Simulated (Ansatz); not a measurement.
This was printed by a script on the Python package of Ansatz (0.2.0), for a check of PAW against all-electron LAPW of SiC, space group P6_3mc. What did the script look like? Settings (first run): PBEsol, PAW, the default cutoff (420 eV here), 12×12×4 k-points, fixed occupations.

```yaml
crystal:
  lattice:
    - [3.07600, 0.00000, 0.00000]
    - [-1.53800, 2.66389, 0.00000]
    - [0.00000, 0.00000, 5.04800]
  atoms:
    - { symbol: Si, position: [0.33333, 0.66667, 0.00000] }
    - { symbol: Si, position: [0.66667, 0.33333, 0.50000] }
    - { symbol: C, position: [0.33333, 0.66667, 0.38500] }
    - { symbol: C, position: [0.66667, 0.33333, 0.88500] }
```

```console
$ python paw_lapw.py
DeckWarning: basis.ecutwfc = 420 eV, auto-derived from the records' recommended cutoffs: set by Si (normal level)
PAW levels at the first k-point near E_F: [-1.559 -1.559 -0.273 -0.273  0.     4.56 ]
LAPW levels at the first k-point near E_F: [-1.56  -1.56  -0.273 -0.273  0.     4.563]
treatment = PAW; electrons in bands = 16.0; P GPa = 0.2604; max force component eV/A = 0.746; gap by band count eV = 2.1702
treatment = LAPW; electrons in bands = 36.0; P GPa = 0.2059; max force component eV/A = 0.7446; gap by band count eV = 2.1708
```
(Warnings from the package without file and line.)

The script that was run (others could print the same):

`paw_lapw.py`:
```python
"""Checking the PAW result for SiC with LAPW."""

import ansatz as az
import numpy as np

FUNCTIONAL = "pbesol"
MESH = (12, 12, 4)
FILLING = "fixed"


def count_gap(report):
    # lowest empty less highest filled band, counting bands; zero where they overlap
    return max(report.get("gap_by_band_count_ev") or 0.0, 0.0)


def main() -> None:
    sic = (
        az.Lattice.of([3.076, 0.0, 0.0], [-1.538, 2.66389, 0.0], [0.0, 0.0, 5.048])
        .atom("Si", [1 / 3, 2 / 3, 0.0])
        .atom("Si", [2 / 3, 1 / 3, 0.5])
        .atom("C", [1 / 3, 2 / 3, 0.385])
        .atom("C", [2 / 3, 1 / 3, 0.885])
    )

    calc = (
        sic.calculation()
        .functional(FUNCTIONAL)
        .kpoints(*MESH)
        .occupations(FILLING)
        .stress()
        .forces()
        .band_table()
    )
    variants = {
        "PAW": calc.pseudopotentials("paw"),
        "LAPW": calc.pseudopotentials("all_electron", lapw=True),
    }
    # totals differ by the cores that each treatment holds, so compare what does not depend on them
    rows = []
    for label, variant in variants.items():
        data = variant.run(threads=1).report
        levels = np.array(data["eigenvalues_ev"][0]) - data["fermi_energy_ev"]
        print(label, "levels at the first k-point near E_F:", np.round(levels[np.abs(levels) < 5], 3))
        rows.append((label, data["n_electrons"], np.trace(data["stress_gpa"]) / 3, float(np.abs(data["forces_ev_ang"]).max()), count_gap(data)))
    for row in rows:
        print("; ".join(f"{name} = {round(v, 4) if isinstance(v, float) else v}" for name, v in zip(["treatment", "electrons in bands", "P GPa", "max force component eV/A", "gap by band count eV"], row)))


if __name__ == "__main__":
    main()
```

PAW gives 0.260 GPa and LAPW 0.206 GPa, 0.05 GPa apart. They took 3.0 and 43.0 s of processor time.

Notes:
- Semilocal gaps usually lie well under measured ones.
- The computed bands are complete only to about 4.9 eV above the Fermi level.
- With fixed filling the reported Fermi level is the top filled level among the k-points of the SCF.
- The structure is a deposited one; some such entries were measured under pressure or heat, so a shift against it needn't be the functional's error alone.
- Gaps and levels are Kohn-Sham values on a finite set of k-points.
- Pressure is positive in compression; the treatments may keep other shells as core, so totals and counts of electrons can differ.
- Timing: 47 s on 1 thread of Arm Neoverse V1 (shared host), peak memory 0.55 GiB.
